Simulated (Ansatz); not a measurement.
The system is WS2 (Tungstenite).

```
W S
1.0
     3.18000    0.00000    0.00000
    -1.59000    2.75396    0.00000
     0.00000    0.00000   12.50000
W S
2 4
Direct
  0.66667 0.33333 0.75000
  0.33333 0.66667 0.25000
  0.66667 0.33333 0.37500
  0.33333 0.66667 0.87500
  0.66667 0.33333 0.12500
  0.33333 0.66667 0.62500
```

Base run:

| Property | Result |
| --- | --- |
| Program | Ansatz 0.2.0 |
| Functional | PBE |
| Potentials or basis | Ansatz PAW |
| Cutoff | 420 eV (not typed: the program's choice for these potentials) |
| k mesh | 10 × 10 × 3 |
| Occupations | fermi-dirac, width 0.05 eV |
| Spin | no spin polarisation |
| Hubbard terms | W d U = 3 eV |

Its results: band gap on the k mesh 1.20 eV, indirect (least direct gap 1.96 eV); pressure 2.5 GPa; largest force 0.145 eV/Å.

Question: The run is repeated on the same cell with these changes: hubbard terms from W d U = 3 eV to W d U = 6 eV. What comes out?

Answer: Band gap on the k mesh 1.23 eV, indirect (least direct gap 1.69 eV); pressure 3.0 GPa; largest force 0.164 eV/Å.

Caveats: the k mesh misses the band edges, so the gap on the mesh is wider than the one along the path; spin-orbit coupling is left out, which moves the levels of the heavy elements; this functional lacks dispersion, which binds the layers, so the pressure and a relaxed spacing across them are unreliable.
